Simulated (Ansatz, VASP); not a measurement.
**In in VASP and in Ansatz**

INCAR

```
SYSTEM = In
PREC = Accurate ; ENCUT = 520
EDIFF = 1E-7 ; ISMEAR = -1
SIGMA = 0.05 ; LREAL = .FALSE.
LASPH = .TRUE. ; NELM = 80
ALGO = Normal ; ISIF = 2
LWAVE = .FALSE. ; LCHARG = .FALSE.
GGA = CA ; NBANDS = 12
```

KPOINTS

```
Automatic mesh
0
G
  15 15 15
  0 0 0
```

File POSCAR:

```
In
1.0
    0.0000000000      2.3956139017      2.3956139017
    2.3956139017      0.0000000000      2.3956139017
    2.3956139017      2.3956139017      0.0000000000
In
1
Direct
    0.0000000000      0.0000000000      0.0000000000
```

Input for Ansatz:

```yaml
crystal:
  lattice:
    - [0.0, 2.3956139017, 2.3956139017]
    - [2.3956139017, 0.0, 2.3956139017]
    - [2.3956139017, 2.3956139017, 0.0]
  atoms:
    - { symbol: In, position: [0.0, 0.0, 0.0] }
kpoints:
  mp_grid: { grid: [15, 15, 15] }
  band_path:
    path:
      - [0.0, 0.0, 0.0]
      - [0.5, 0.0, 0.5]
      - [0.625, 0.25, 0.625]
      - [0.375, 0.375, 0.75]
      - [0.0, 0.0, 0.0]
      - [0.5, 0.5, 0.5]
      - [0.5, 0.25, 0.75]
      - [0.5, 0.0, 0.5]
    npoints: 5
scf:
  occupations: { method: fermi_dirac, width: 0.05 }
hamiltonian:
  xc: lda
  pseudopotentials: { kind: all_electron, lapw: { basis_error: 0.0005 } }
output:
  forces: true
  stress: true
  eigenvalues: true
```

Alike in both runs: task single point; functional LDA; k mesh 15 × 15 × 15; occupations fermi-dirac, width 0.05 eV; no spin polarisation.

```csv
,VASP,Ansatz
version,VASP 6.6.1,Ansatz 0.2.0
potentials or method,"VASP PAW LDA potentials, release 64 (In_d)","all-electron LAPW, scalar-relativistic"
plane-wave cutoff (eV),520,see its input
```

```tsv
	VASP	Ansatz	Ansatz less VASP
pressure (GPa)	-4.1	-4.1	+0.04
```

Ansatz ran all-electron here, so the differences hold the error of VASP's frozen core and of both bases.
